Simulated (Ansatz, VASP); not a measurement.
**Se in VASP and in Ansatz**

File POSCAR:

```
Se
1.0
    4.3662000000      0.0000000000      0.0000000000
   -2.1831000000      3.7812401180      0.0000000000
    0.0000000000      0.0000000000      4.9536000000
Se
3
Direct
    0.7746000000      0.7746000000      0.0000000000
    0.0000000000      0.2254000000      0.6666666667
    0.2254000000      0.0000000000      0.3333333333
```

Contents of INCAR.step1:

```
ALGO = Normal ; EDIFF = 1E-5
ENCUT = 520 ; GGA = PE
ISIF = 2 ; ISMEAR = -1
LASPH = True ; LCHARG = False
LREAL = False ; LWAVE = True
NBANDS = 16 ; NELM = 100
PREC = Accurate ; SIGMA = 0.05
```

File INCAR.step2:

```
AEXX = 0.25 ; ALGO = Normal
EDIFF = 1E-6 ; ENCUT = 520
GGA = PE ; HFSCREEN = 0.3
ISIF = 2 ; ISMEAR = -1
ISTART = 1 ; LASPH = True
LCHARG = False ; LHFCALC = True
LREAL = False ; LWAVE = False
NBANDS = 16 ; NELM = 100
PREC = Accurate ; PRECFOCK = Normal
SIGMA = 0.05
```

File KPOINTS:

```
k-points
0
Gamma
  4 4 3
```

The input input.yaml:

```yaml
crystal:
  lattice:
    - [4.3662, 0.0, 0.0]
    - [-2.1831, 3.781240118, 0.0]
    - [0.0, 0.0, 4.9536]
  atoms:
    - { symbol: Se, position: [0.7746, 0.7746, 0.0] }
    - { symbol: Se, position: [0.0, 0.2254, 0.6666666667] }
    - { symbol: Se, position: [0.2254, 0.0, 0.3333333333] }
hamiltonian:
  xc: { exchange: pbe, correlation: pbe, exx: { coeff: 0.25, omega: 0.3 } }
  pseudopotentials: { kind: paw }
kpoints:
  mp_grid: { grid: [4, 4, 3] }
  band_path:
    path:
      - [[0.0, 0.0, 0.0], [0.5, 0.0, 0.0], [0.3333333333, 0.3333333333, 0.0], [0.0, 0.0, 0.0], [0.0, 0.0, 0.5], [0.5, 0.0, 0.5], [0.3333333333, 0.3333333333, 0.5], [0.0, 0.0, 0.5]]
      - [[0.5, 0.0, 0.5], [0.5, 0.0, 0.0]]
      - [[0.3333333333, 0.3333333333, 0.0], [0.3333333333, 0.3333333333, 0.5]]
    npoints: 4
scf:
  occupations: { method: fermi_dirac, width: 0.05 }
  n_extra_bands: 7
output:
  forces: true
  stress: true
  eigenvalues: true
  fatbands: false
  write_density: true
  write_potential: true
  elf: true
  volumetric_format: npy
```

Alike in both runs: functional PBE-based screened hybrid; k mesh 4 × 4 × 3; occupations fermi-dirac, width 0.05 eV; no spin polarisation.

|  | VASP | Ansatz |
| --- | --- | --- |
| version | VASP 6.6.1 | Ansatz 0.2.0 |
| potentials or method | VASP PAW PBE potentials, release 64 (Se) | Ansatz PAW |
| plane-wave cutoff (eV) | 520 | 420 |
| valence electrons in the cell | 18 | 48 |
| task | single point | band structure |

|  | VASP | Ansatz | Ansatz less VASP |
| --- | --- | --- | --- |
| gap on the k mesh at the Fermi level (eV) | 2.23 | 2.22 | -0.008 |
| least direct gap on the mesh (eV) | 2.62 | 2.62 | +0.007 |
| pressure (GPa) | 0.7 | 0.9 | +0.18 |
| largest component of the traceless stress (GPa) | 0.28 | 0.18 | -0.100 |
| rms of the force components (eV/Å) | 0.086 | 0.065 | -0.0206 |

Atom by atom the forces differ by 0.021 eV/Å (rms over components). The functional is the same, so the differences come from potentials, cutoffs and numerics. The two sets of potentials don't hold the same shells in valence.

Caveats: the k mesh is coarse (spacing up to 0.42 Å⁻¹), so the values aren't converged (VASP); the PAW data sets were made with another functional, which shifts forces and pressure a little (VASP); an odd mesh through Γ misses points on the zone boundary, where band edges often lie (VASP); the k mesh is coarse (spacing up to 0.42 Å⁻¹), so the values aren't converged, least of all with exact exchange (Ansatz); the PAW data sets come from PBE, with cores solved anew for the run's functional, which leaves a small shift of forces and pressure (Ansatz); the thresholds are loose for stress (Ansatz).
